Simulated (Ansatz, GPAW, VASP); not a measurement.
# One calculation of SnO2, 3 ways

```
CELL_PARAMETERS angstrom
4.73800 0.00000 0.00000
0.00000 4.73800 0.00000
0.00000 0.00000 3.18650
ATOMIC_POSITIONS crystal
Sn 0.50000 0.50000 0.50000
Sn 0.00000 0.00000 0.00000
O 0.80710 0.19290 0.50000
O 0.69290 0.69290 0.00000
O 0.19290 0.80710 0.50000
O 0.30710 0.30710 0.00000
```

Alike in all runs: task single point; functional PBE; k mesh 6 × 6 × 8; occupations gaussian, width 0.015 eV; no spin polarisation; no spin-orbit coupling. Pressure is positive in compression and, in plane waves, holds the error of the finite cutoff, which Ansatz's Pulay term estimates and takes out.

```
                    program and potentials  plane-wave cutoff (eV)                             notes  band gap (eV)  pressure (GPa)  largest force (eV/Å)
                        Ansatz, Ansatz PAW                     420  Pulay term of +0.84 GPa included           1.28           11.08                 0.275
GPAW, GPAW PAW data sets (gpaw-data 1.2.1)                     800                                 -           1.31            9.61                 0.254
       VASP, PBE PAW files O, Sn_d, 520 eV                     520                                 -           1.27           11.81                 0.294
```

Force on atom 6 (O), eV/Å:

| program and potentials | x | y | z |
| --- | --- | --- | --- |
| Ansatz, Ansatz PAW | -0.195 | -0.195 | 0.000 |
| GPAW, GPAW PAW data sets (gpaw-data 1.2.1) | -0.180 | -0.180 | 0.000 |
| VASP, PBE PAW files O, Sn_d, 520 eV | -0.208 | -0.208 | 0.000 |

The band gap spans 1.27 (VASP, PBE PAW files O, Sn_d, 520 eV) to 1.31 eV (GPAW, GPAW PAW data sets (gpaw-data 1.2.1)). The pressure spans 9.61 (GPAW, GPAW PAW data sets (gpaw-data 1.2.1)) to 11.81 GPa (VASP, PBE PAW files O, Sn_d, 520 eV). The cell lies far from this level's equilibrium.

The functional is the same throughout but for its coding, so the spread measures potentials, basis and numerics; runs on potential files found faulty are left out.
